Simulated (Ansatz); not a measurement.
## SiO₂: how the energy converges with the cutoff

SiO₂, I-42d, a = 4.748 Å, c = 7.488 Å. This isn't the usual stable structure of the compound. Ansatz: LDA, PAW, cutoff varied, Γ-centred 8×8×8 mesh on 6 atoms, Gaussian smearing 0.02 eV; no spin polarisation. Single points at one geometry, the cutoff alone changed; ΔE is the energy at zero smearing over the run at 850 eV. The runs up to 380 eV lie under the cutoff recommended for these PAW datasets.

| cutoff (eV) | ΔE (meV/atom) |
| --- | --- |
| 150 | ? |
| 200 | 4815.62 |
| 250 | 1362.25 |
| 300 | 346.74 |
| 350 | 76.08 |
| 380 | 27.45 |
| 420 | 6.22 |
| 460 | 1.61 |
| 520 | 0.88 |
| 600 | 0.63 |
| 700 | 0.43 |

**Question.** Assume ΔE falls exponentially with the cutoff, fit y = ln ΔE against x, the cutoff in eV, to the other rows, and predict the missing value.

**Answer.** y = 8.480, 7.217, 5.849, 4.332, 3.312, 1.828, 0.476, -0.128, -0.462, -0.844. Means x = 418.0, y = 3.0060; Σ(Δx)² = 220560, ΣΔxΔy = -4483; the slope is their ratio. y = 11.50 − 0.02033 x, a factor of ten per 113 eV. At 150 eV this gives ΔE = 4677.41 meV/atom. The run gave 13669.69, a ratio of 0.34. Between neighbouring rows the decay runs from a factor of ten per 62 eV to one per 603 eV, so one exponential is only a rough guide. The fast fall gives way to a slow tail, so a fit to low cutoffs promises convergence too early.